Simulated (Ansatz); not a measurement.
# IrO2: the cost of one run

Method: DFT PBE+U (U_eff = 8 eV on Ir d), plane waves, PAW, no spin–orbit coupling unless a run says so, in Ansatz 0.2.0.

**1. Starting point**

The structure is tetragonal, space group P4_2/mnm (No. 136). Conventional cell: a = 4.499 Å, b = 4.499 Å, c = 3.146 Å, α = 90.00°, β = 90.00°, γ = 90.00°. Ir (site symmetry mmm) is surrounded by 6 O at 1.98 Å. O (site symmetry m2m) is surrounded by 3 Ir at 1.98 Å.

Coordinates:

```xyz
6
Lattice="4.4990 0.0000 0.0000 0.0000 4.4990 0.0000 0.0000 0.0000 3.1460" Properties=species:S:1:pos:R:3 pbc="T T T"
Ir    0.0000    0.0000    0.0000
Ir    2.2495    2.2495    1.5730
O     1.3992    1.3992    0.0000
O     0.8503    3.6487    1.5730
O     3.0998    3.0998    0.0000
O     3.6487    0.8503    1.5730
```

Magnetic order typed: opposed in the cell.

An earlier series on this cell reached its lowest free state from «natural orbitals of the symmetric run, filled by rank», perhaps among other starts.

**2. From atoms, default search**

The input, input.yaml:

```yaml
crystal:
  lattice:
    - [4.49900026, 0.0, 0.0]
    - [0.0, 4.49900026, 0.0]
    - [0.0, 0.0, 3.14600018]
  atoms:
    - { symbol: Ir, position: [0.0, 0.0, 0.0], spin: 5.0 }
    - { symbol: Ir, position: [0.5, 0.5, 0.5], spin: -5.0 }
    - { symbol: O, position: [0.311, 0.311, 0.0] }
    - { symbol: O, position: [0.189, 0.811, 0.5] }
    - { symbol: O, position: [0.689, 0.689, 0.0] }
    - { symbol: O, position: [0.811, 0.189, 0.5] }
basis:
  ecutwfc: 420
  ecutrho_ratio: 4
kpoints:
  mp_grid: { grid: [4, 4, 6] }
hamiltonian:
  xc: pbe
  hubbard:
    sites: [{ site: 0, l: d, u_eff: 8.0 }, { site: 1, l: d, u_eff: 8.0 }]
scf:
  occupations: { method: gaussian, width: 0.05 }
output:
  forces: true
  stress: true
  eigenvalues: true
  populations: true
  hubbard: { sites: [{ site: 0, l: d }, { site: 1, l: d }] }
  write_density: true
  write_potential: true
  elf: true
  volumetric_format: npy
magnetization:
  spin_polarized: true
```

Command:

```console
$ ansatz run input.yaml --threads 4 --pin off --max-ram 6144MiB --backend cpu --events-out ev --progress --plain --runs-dir out
```

**Question.** How long does this run take on 4 threads of Arm Neoverse N1, shared host, and how much memory does it need?

About 81 s, with a peak of 0.83 GiB.
